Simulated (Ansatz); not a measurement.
Task: the orbital character of the bands of TaS2, space group P-3m1, with Ansatz's Python interface. Give the script and its output. Level of theory: PBE, PAW, cutoff 420 eV, 7×7×4 k-points, cold smearing of 0.05 eV.

`tas2.xyz`
```text
3
Lattice="3.35 0.0 0.0 -1.675 2.9011851 0.0 0.0 0.0 5.86" Properties=species:S:1:pos:R:3 pbc="T T T"
Ta    0.00000000    0.00000000    0.00000000
S    -0.00000000    1.93412340    1.46500000
S     1.67500000    0.96706170    4.39500000
```

`fatbands_tas2.py`
```python
from pathlib import Path
import warnings

import ansatz as az
import pandas as pd

warnings.simplefilter("ignore", az.DeckWarning)

tas2 = az.Crystal.from_extxyz("tas2.xyz")

points = {"G": (0.0, 0.0, 0.0), "M": (0.5, 0.0, 0.0), "K": (0.33333, 0.33333, 0.0), "A": (0.0, 0.0, 0.5), "L": (0.5, 0.0, 0.5), "H": (0.33333, 0.33333, 0.5)}
calc = (
    tas2.calculation()
    .kpoints(density=3.1)
    .basis(420)
    .functional(az.Functional.PBE)
    .occupations("cold", width=50 * az.meV)
    .band_structure(list(points.values()), intervals=1)
    .fat_bands()
)
out = calc.run()
data = out.report
file = Path(out.write_results("results")) / "fatbands.tsv"
names = file.read_text().splitlines()[0].lstrip("# ").split("\t")
table = pd.read_csv(file, sep="\t", comment="#", names=names)
near = table[table.e_minus_ef.abs() < 4]
for ik, label in enumerate(points):
    print(label)
    for _, row in near[near.ik == ik].iterrows():
        main = row[names[4:]].astype(float).nlargest(2)
        print(f"   band {int(row.band):3d} {row.e_minus_ef:7.3f} eV  " + ", ".join(f"{k} {v:.2f}" for k, v in main.items()))
```

```console
$ python fatbands_tas2.py
G
   band   9  -1.376 eV  s1_l1_3P 0.48, s2_l1_3P 0.48
   band  10  -0.832 eV  s1_l1_3P 0.49, s2_l1_3P 0.49
   band  11  -0.832 eV  s1_l1_3P 0.49, s2_l1_3P 0.49
   band  12   0.007 eV  ta0_l2_5D 0.95, s1_l1_3P 0.01
   band  13   0.007 eV  ta0_l2_5D 0.95, s1_l1_3P 0.01
   band  14   0.259 eV  ta0_l2_5D 0.65, s1_l1_3P 0.14
M
   band  10  -3.494 eV  s1_l1_3P 0.48, s2_l1_3P 0.48
   band  11  -2.302 eV  s1_l1_3P 0.48, s2_l1_3P 0.48
   band  12  -0.829 eV  ta0_l2_5D 0.64, s1_l1_3P 0.13
   band  13   2.440 eV  ta0_l2_5D 0.99, s1_l1_3P 0.00
   band  14   2.986 eV  ta0_l2_5D 0.80, ta0_l0_6S 0.12
K
   band   9  -3.842 eV  s1_l1_3P 0.35, s2_l1_3P 0.35
   band  10  -3.842 eV  s1_l1_3P 0.35, s2_l1_3P 0.35
   band  11  -3.228 eV  s1_l1_3P 0.48, s2_l1_3P 0.48
   band  12   1.149 eV  ta0_l2_5D 0.83, ta0_l0_6S 0.09
   band  13   2.114 eV  ta0_l2_5D 0.65, s1_l1_3P 0.17
   band  14   2.114 eV  ta0_l2_5D 0.65, s1_l1_3P 0.17
A
   band   9  -3.595 eV  s1_l1_3P 0.49, s2_l1_3P 0.49
   band  10  -0.969 eV  s1_l1_3P 0.49, s2_l1_3P 0.49
   band  11  -0.969 eV  s1_l1_3P 0.49, s2_l1_3P 0.49
   band  12  -0.022 eV  ta0_l2_5D 0.95, s1_l1_3P 0.01
   band  13  -0.022 eV  ta0_l2_5D 0.95, s1_l1_3P 0.01
   band  14   1.221 eV  ta0_l2_5D 0.59, s1_l1_3P 0.13
L
   band  10  -2.282 eV  s1_l1_3P 0.47, s2_l1_3P 0.47
   band  11  -2.025 eV  s1_l1_3P 0.48, s2_l1_3P 0.48
   band  12  -1.267 eV  ta0_l2_5D 0.70, s1_l1_3P 0.12
   band  13   2.432 eV  ta0_l2_5D 0.99, s1_l1_3P 0.00
   band  14   2.977 eV  ta0_l2_5D 0.81, ta0_l0_6S 0.10
H
   band   9  -3.820 eV  s1_l1_3P 0.48, s2_l1_3P 0.48
   band  10  -3.581 eV  s1_l1_3P 0.34, s2_l1_3P 0.34
   band  11  -3.581 eV  s1_l1_3P 0.34, s2_l1_3P 0.34
   band  12   1.234 eV  ta0_l2_5D 0.86, ta0_l0_6S 0.07
   band  13   1.445 eV  ta0_l2_5D 0.67, s1_l1_3P 0.14
   band  14   1.445 eV  ta0_l2_5D 0.67, s1_l1_3P 0.14
```

Spin is left out of this run. The computed bands are complete only to about 3.9 eV above the Fermi level. For a metal this k-point mesh is coarse: on a finer one energies can move by several to tens of meV an atom and pressures by half a GPa or more, differences at one mesh by less. The structure is a deposited one; some such entries were measured under pressure or heat, so a shift against it needn't be the functional's error alone. Gaps and levels are Kohn-Sham values on a finite set of k-points, without spin-orbit coupling. Energies are less the Fermi level and bands count from 0. Only the largest channels are printed, equivalent atoms hold more, and in degenerate sets the split between sites is arbitrary; shells that the potentials lack have no channel. Run time: 1.5 s on 1 thread of Intel(R) Xeon(R) 6975P-C (Granite Rapids), with other jobs on the host, peak memory 0.44 GiB.
